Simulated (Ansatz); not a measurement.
Input and command of a plane-wave DFT calculation in Ansatz:

```yaml
crystal:
  lattice:
    - [4.4447608138, 0.0, 0.0]
    - [0.0, 4.4447608138, 0.0]
    - [0.0, 0.0, 2.9568803687]
  atoms:
    - { symbol: Ir, position: [0.0, 0.0, 0.0], spin: 1.0 }
    - { symbol: Ir, position: [0.5, 0.5, 0.5], spin: 1.0 }
    - { symbol: O, position: [0.195107573, 0.804892427, 0.5] }
    - { symbol: O, position: [0.304892427, 0.304892427, 0.0] }
    - { symbol: O, position: [0.695107573, 0.695107573, 0.0] }
    - { symbol: O, position: [0.804892427, 0.195107573, 0.5] }
basis:
  ecutwfc: 420
kpoints:
  mp_grid: { grid: [4, 4, 6] }
hamiltonian:
  xc: lda
scf:
  occupations: { method: gaussian, width: 0.1 }
  lower_state_search: "off"
output:
  forces: true
  stress: true
  eigenvalues: true
  populations: true
magnetization:
  spin_polarized: true
```

```bash
ansatz run input.yaml --threads 1 --pin off --max-ram 2560MiB --backend cpu --events-out ev --progress --plain --runs-dir out
```

Processor: Oxide Virtual Turin-like Processor (Zen 5), 1 thread, on a host shared with other jobs.

Estimate time, memory and problem size.

About 11 s on 1 thread of Oxide Virtual Turin-like Processor (Zen 5) (shared host), peak memory 0.4 GiB. It solves 36 bands at 24 k points (the mesh reduced by the symmetry that the task leaves, which can be less than the crystal's) with about 1145 plane waves, in 14 SCF iterations.
